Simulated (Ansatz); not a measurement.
Born–Oppenheimer molecular dynamics of a periodic cell of 12 atoms, ZrN (surface ZrN(111)). It starts from a relaxed structure.

The calculation used Ansatz 0.2.0, DFT PBE, scalar-relativistic, plane waves, PAW. Settings: accuracy low, PAW set soft_1, cutoff 420 eV, k mesh 2x2x1, fermi-dirac smearing 0.05 eV, no spin polarisation.

```yaml
ensemble: NVT, Langevin thermostat
time_step: 1 fs
steps_asked: 160
set_temperature: 500 K
friction: 0.05 /fs
atoms_held: 2 to 3
seed: 328048
```

Frames 1 fs apart, positions in Å.

Velocities at 0 fs (Å/ps):

```
Zr -0.11 -0.42 0.08
Zr 0.00 0.00 0.00
N 0.00 0.00 0.00
N 4.78 -1.20 9.08
Zr -0.46 -2.36 -0.22
Zr -2.65 0.42 1.92
N -6.09 1.79 2.59
N -4.37 -3.02 3.63
Zr 3.04 -2.42 1.97
Zr 0.64 6.85 -2.19
N -3.85 -3.71 -5.50
N -4.32 -6.09 2.76
```

```xyz
12
Lattice="5.5582 0.0000 0.0000 -2.7791 5.7455 0.0000 0.0000 0.0000 16.2296" Properties=species:S:1:pos:R:3 time_fs=0 energy_less_start_eV=0.000 T=500
Zr 1.098 1.530 1.918
Zr -0.926 4.396 1.393
N 0.000 0.000 1.000
N 2.932 3.021 1.652
Zr 3.745 2.066 3.333
Zr 1.932 4.769 2.614
N 2.710 0.265 2.526
N 0.089 3.358 3.035
Zr 1.064 2.623 4.825
Zr -1.191 5.138 4.276
N 0.066 0.810 3.815
N 2.838 3.640 4.558
12
Lattice="5.5582 0.0000 0.0000 -2.7791 5.7455 0.0000 0.0000 0.0000 16.2296" Properties=species:S:1:pos:R:3 time_fs=1 energy_less_start_eV=0.001 T=509
Zr 1.098 1.531 1.918
Zr -0.926 4.396 1.393
N 0.000 0.000 1.000
N 2.936 3.020 1.662
Zr 3.745 2.063 3.333
Zr 1.929 4.770 2.616
N 2.703 0.268 2.529
N 0.085 3.356 3.039
Zr 1.067 2.621 4.827
Zr -1.190 5.145 4.274
N 0.063 0.807 3.811
N 2.834 3.632 4.561
12
Lattice="5.5582 0.0000 0.0000 -2.7791 5.7455 0.0000 0.0000 0.0000 16.2296" Properties=species:S:1:pos:R:3 time_fs=2 energy_less_start_eV=0.007 T=436
Zr 1.097 1.532 1.918
Zr -0.926 4.396 1.393
N 0.000 0.000 1.000
N 2.939 3.018 1.670
Zr 3.745 2.061 3.333
Zr 1.926 4.770 2.617
N 2.697 0.271 2.532
N 0.081 3.357 3.043
Zr 1.069 2.619 4.828
Zr -1.190 5.152 4.272
N 0.061 0.804 3.805
N 2.829 3.623 4.564
12
Lattice="5.5582 0.0000 0.0000 -2.7791 5.7455 0.0000 0.0000 0.0000 16.2296" Properties=species:S:1:pos:R:3 time_fs=3 energy_less_start_eV=0.016 T=372
Zr 1.095 1.533 1.918
Zr -0.926 4.396 1.393
N 0.000 0.000 1.000
N 2.940 3.015 1.677
Zr 3.745 2.058 3.333
Zr 1.923 4.769 2.619
N 2.692 0.272 2.535
N 0.079 3.357 3.046
Zr 1.071 2.617 4.830
Zr -1.190 5.158 4.271
N 0.058 0.801 3.799
N 2.825 3.614 4.569
12
Lattice="5.5582 0.0000 0.0000 -2.7791 5.7455 0.0000 0.0000 0.0000 16.2296" Properties=species:S:1:pos:R:3 time_fs=4 energy_less_start_eV=0.027 T=421
Zr 1.094 1.534 1.918
Zr -0.926 4.396 1.393
N 0.000 0.000 1.000
N 2.941 3.013 1.683
Zr 3.745 2.055 3.333
Zr 1.921 4.768 2.620
N 2.688 0.272 2.538
N 0.080 3.356 3.049
Zr 1.073 2.615 4.832
Zr -1.189 5.163 4.270
N 0.055 0.798 3.793
N 2.822 3.604 4.574
12
Lattice="5.5582 0.0000 0.0000 -2.7791 5.7455 0.0000 0.0000 0.0000 16.2296" Properties=species:S:1:pos:R:3 time_fs=5 energy_less_start_eV=0.042 T=457
Zr 1.092 1.535 1.919
Zr -0.926 4.396 1.393
N 0.000 0.000 1.000
N 2.941 3.010 1.688
Zr 3.746 2.052 3.332
Zr 1.918 4.768 2.622
N 2.683 0.270 2.541
N 0.084 3.354 3.052
Zr 1.075 2.613 4.833
Zr -1.189 5.169 4.268
N 0.053 0.795 3.788
N 2.818 3.594 4.580
12
Lattice="5.5582 0.0000 0.0000 -2.7791 5.7455 0.0000 0.0000 0.0000 16.2296" Properties=species:S:1:pos:R:3 time_fs=6 energy_less_start_eV=0.059 T=448
Zr 1.090 1.536 1.918
Zr -0.926 4.396 1.393
N 0.000 0.000 1.000
N 2.942 3.007 1.692
Zr 3.748 2.048 3.331
Zr 1.916 4.767 2.622
N 2.678 0.266 2.543
N 0.087 3.353 3.059
Zr 1.078 2.611 4.835
Zr -1.188 5.175 4.266
N 0.051 0.792 3.784
N 2.813 3.587 4.585
12
Lattice="5.5582 0.0000 0.0000 -2.7791 5.7455 0.0000 0.0000 0.0000 16.2296" Properties=species:S:1:pos:R:3 time_fs=7 energy_less_start_eV=0.078 T=402
Zr 1.088 1.538 1.917
Zr -0.926 4.396 1.393
N 0.000 0.000 1.000
N 2.941 3.004 1.696
Zr 3.749 2.045 3.331
Zr 1.913 4.766 2.622
N 2.673 0.263 2.545
N 0.089 3.351 3.069
Zr 1.079 2.610 4.837
Zr -1.187 5.181 4.263
N 0.049 0.789 3.781
N 2.806 3.582 4.590
12
Lattice="5.5582 0.0000 0.0000 -2.7791 5.7455 0.0000 0.0000 0.0000 16.2296" Properties=species:S:1:pos:R:3 time_fs=8 energy_less_start_eV=0.099 T=464
Zr 1.087 1.540 1.916
Zr -0.926 4.396 1.393
N 0.000 0.000 1.000
N 2.938 3.000 1.699
Zr 3.751 2.042 3.329
Zr 1.911 4.765 2.622
N 2.671 0.259 2.546
N 0.089 3.348 3.078
Zr 1.080 2.609 4.839
Zr -1.186 5.186 4.261
N 0.050 0.786 3.778
N 2.801 3.577 4.596
12
Lattice="5.5582 0.0000 0.0000 -2.7791 5.7455 0.0000 0.0000 0.0000 16.2296" Properties=species:S:1:pos:R:3 time_fs=9 energy_less_start_eV=0.119 T=381
Zr 1.084 1.542 1.916
Zr -0.926 4.396 1.393
N 0.000 0.000 1.000
N 2.935 2.998 1.700
Zr 3.752 2.038 3.328
Zr 1.909 4.765 2.622
N 2.671 0.254 2.547
N 0.091 3.344 3.086
Zr 1.080 2.607 4.841
Zr -1.184 5.192 4.259
N 0.051 0.783 3.774
N 2.797 3.573 4.599
12
Lattice="5.5582 0.0000 0.0000 -2.7791 5.7455 0.0000 0.0000 0.0000 16.2296" Properties=species:S:1:pos:R:3 time_fs=10 energy_less_start_eV=0.138 T=502
Zr 1.081 1.545 1.916
Zr -0.926 4.396 1.393
N 0.000 0.000 1.000
N 2.932 2.998 1.700
Zr 3.754 2.035 3.327
Zr 1.907 4.764 2.621
N 2.671 0.250 2.549
N 0.094 3.340 3.092
Zr 1.081 2.606 4.843
Zr -1.180 5.198 4.258
N 0.056 0.779 3.773
N 2.794 3.569 4.601
12
Lattice="5.5582 0.0000 0.0000 -2.7791 5.7455 0.0000 0.0000 0.0000 16.2296" Properties=species:S:1:pos:R:3 time_fs=11 energy_less_start_eV=0.159 T=445
Zr 1.078 1.547 1.915
Zr -0.926 4.396 1.393
N 0.000 0.000 1.000
N 2.929 2.998 1.699
Zr 3.755 2.031 3.326
Zr 1.905 4.762 2.621
N 2.673 0.247 2.551
N 0.097 3.337 3.096
Zr 1.082 2.604 4.846
Zr -1.176 5.204 4.257
N 0.059 0.774 3.775
N 2.790 3.564 4.605
```

Of the whole run (160 fs, mean temperature of the second half 469 K): A run of 0.16 ps of so small a system gives no equilibrium averages. Limits of this set-up: coarse k mesh, thin slab, slab without dipole correction, low accuracy level.

Run time: 18 min on 1 thread of Arm Neoverse V1, on a shared host, peak memory 0.77 GiB.
